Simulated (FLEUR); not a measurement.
CuI under changes of volume

One of the cells (27.401 Å³/atom); the others are scaled copies at fixed shape and fractional positions:

```
I Cu
1.0
     4.09020    0.00000    0.00000
     0.00000    4.09020    0.00000
     0.00000    0.00000    6.55146
I Cu
2 2
Direct
  0.00000 0.50000 0.74303
  0.50000 0.00000 0.25697
  0.00000 0.00000 0.00000
  0.50000 0.50000 0.00000
```

Measurements of this composition are mostly on another form, of space group No. 216.

| Quantity | Value |
| --- | --- |
| Program | FLEUR MaX-R8.1 (later development tree) |
| Functional | PBEsol |
| Potentials or basis | all-electron |
| Basis | FLAPW |
| Kmax | 4.5 1/bohr |
| k mesh | 7 × 7 × 4 |
| Occupations | fermi-dirac, width 0.05 eV |
| Spin | no spin polarisation |

| volume (Å³/atom) | energy over the lowest point (meV/atom) | gap on the mesh (eV) |
| --- | --- | --- |
| 25.757 | 2.64 | 1.59 |
| 26.305 | 0.00 | 1.56 |
| 26.853 | 1.00 | 1.52 |
| 27.401 | 5.22 | 1.49 |
| 27.949 | 12.24 | 1.46 |
| 28.497 | ? | ? |
| 29.045 | 33.37 | 1.40 |

What does the run at 28.497 Å³/atom give?

Energy over the lowest point 21.75 meV/atom; gap on the mesh 1.43 eV.

Worked out: A Birch-Murnaghan fit of order 3 (a polynomial in V^(-2/3)) to the other rows has its minimum at 26.42 Å³/atom with B0 = V·E''(V) = 50 GPa and B' = 5.3 at fixed shape and positions, which overstates the stiffness. It gives 21.73 meV/atom at 28.497 Å³/atom, against the run's 21.75. A straight line through the other rows of the gap, of slope -1.59 eV per unit of ln V (its deformation potential), gives 1.43 eV, against the run's 1.43.

Energies are extrapolated to zero smearing.

Caveats: spin-orbit coupling is left out, which moves the levels of the heavy elements; this functional lacks dispersion, which binds the layers, so the pressure and a relaxed spacing across them are unreliable.
